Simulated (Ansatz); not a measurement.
# Cr in Ansatz: the effect of functional

Cr:

```xyz
2
Lattice="2.6958 0.0000 0.0000 -1.3479 2.3346 0.0000 0.0000 0.0000 4.3804" Properties=species:S:1:pos:R:3 pbc="T T T"
Cr    1.3479    0.7782    3.2853
Cr    0.0000    1.5564    1.0951
```

This isn't the form of Cr at room conditions, which is bcc.

The cell isn't the ideal one: volume scaled by 0.98.

Alike in all runs:

- Program: Ansatz 0.2.0
- Task: single point
- Potentials or basis: Ansatz PAW
- k mesh: 11 × 11 × 6
- Occupations: fermi-dirac, width 0.05 eV
- Spin: collinear spin, ferromagnetic start
- Starting moments: [3.0, 3.0] μB

```csv
functional,cutoff,pressure (GPa),moment (μB)
LDA,420 eV (not typed: the program's choice for these potentials),-37.0,0.62
PBEsol,420 eV (not typed: the program's choice for these potentials),?,?
r2SCAN,500 eV (not typed: the program's choice for these potentials),3.9,0.00
```

Task: What does the run with functional PBEsol give?

Result: Pressure -30.4 GPa; moment 1.48 μB.

Caveats: the PAW data sets come from PBE, with cores solved anew for the run's functional, which leaves a small shift of forces and pressure; the magnetic or orbital state may not be the lowest (some runs); the starting moments weren't kept (some runs).
